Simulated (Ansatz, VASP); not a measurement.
This is a calculation of SnTe for Ansatz 0.2.0.

Contents of input.yaml:

```yaml
crystal:
  lattice:
    - [3.9047, 0.0, 0.0]
    - [0.0, 3.9047, 0.0]
    - [0.0, 0.0, 3.9047]
  atoms:
    - { symbol: Te, position: [0.5, 0.5, 0.5] }
    - { symbol: Sn, position: [0.0, 0.0, 0.0] }
hamiltonian:
  xc: blyp
  pseudopotentials: { kind: paw }
  dispersion: d3bj
kpoints:
  mp_grid: { grid: [7, 7, 7] }
scf:
  occupations: { method: fermi_dirac, width: 0.05 }
output:
  forces: true
  stress: true
  eigenvalues: true
relax:
  f_tol: 0.01
  max_steps: 40
  cell: { stress_tol: 0.05 }
```

Potentials or basis: Ansatz PAW.

The run is started by

```sh
$ ansatz run input.yaml --threads 2 --pin off --max-ram 5632MiB --backend cpu --events-out ev --progress --plain --runs-dir out
```

**Question.** Set up the same calculation for VASP 6.6.1. Potentials there: VASP PAW PBE potentials, release 64 (Te, Sn_d).

**Answer.** As run (the cutoff follows the program's own potentials):

The input INCAR:

```
AGGAC = 1.0 ; AGGAX = 1.0
ALDAC = 0.0 ; ALDAX = 1.0
ALGO = Normal ; EDIFF = 1E-7
EDIFFG = -0.01 ; ENCUT = 600
GGA = B5 ; IBRION = 2
ISIF = 3 ; ISMEAR = -1
IVDW = 12 ; LASPH = True
LCHARG = False ; LREAL = False
LWAVE = False ; NELM = 60
NSW = 60 ; PREC = Accurate
SIGMA = 0.05 ; VDW_A1 = 0.4298
VDW_A2 = 4.2359 ; VDW_S6 = 1.0
VDW_S8 = 2.6996
```

The input KPOINTS:

```
k-points
0
Gamma
  7 7 7
```

The input POSCAR:

```
SnTe
1.0
    3.9047000000      0.0000000000      0.0000000000
    0.0000000000      3.9047000000      0.0000000000
    0.0000000000      0.0000000000      3.9047000000
Te Sn
1 1
Direct
    0.5000000000      0.5000000000      0.5000000000
    0.0000000000      0.0000000000      0.0000000000
```

Potentials or basis: VASP PAW PBE potentials, release 64 (Te, Sn_d).

Run with:

```sh
$ cat potpaw_PBE.64/Te/POTCAR potpaw_PBE.64/Sn_d/POTCAR > POTCAR
$ mpirun -np 1 vasp_std > vasp.out
```

Both were run:

|  | VASP | Ansatz | Ansatz less VASP |
| --- | --- | --- | --- |
| gap on the k mesh at the Fermi level, each at its own relaxed structure (eV) | none | none | - |
| relaxed volume (Å³/atom) | 28.85 | 28.80 | -0.057 |
| relaxed cell length with the largest relative difference (Å) | 3.864 | 3.862 | -0.0026 |
| energy change over the relaxation (meV/atom) | -2 | -3 | -0.3 |

A gap of «none» marks a metal or a gap that the smearing closes. The two sets of potentials don't hold the same shells in valence.

Caveats: pairwise dispersion overbinds metals, which lowers pressure and volume; the PAW data sets were made with another functional, which shifts forces and pressure a little (VASP); the plane-wave basis is chosen anew once the cell has moved, so the energies of steps on either side of that aren't comparable (Ansatz); the PAW data sets come from PBE, with cores solved anew for the run's functional, which leaves a small shift of forces and pressure (Ansatz). The runs have no spin-orbit coupling, so splittings on Te are missing.
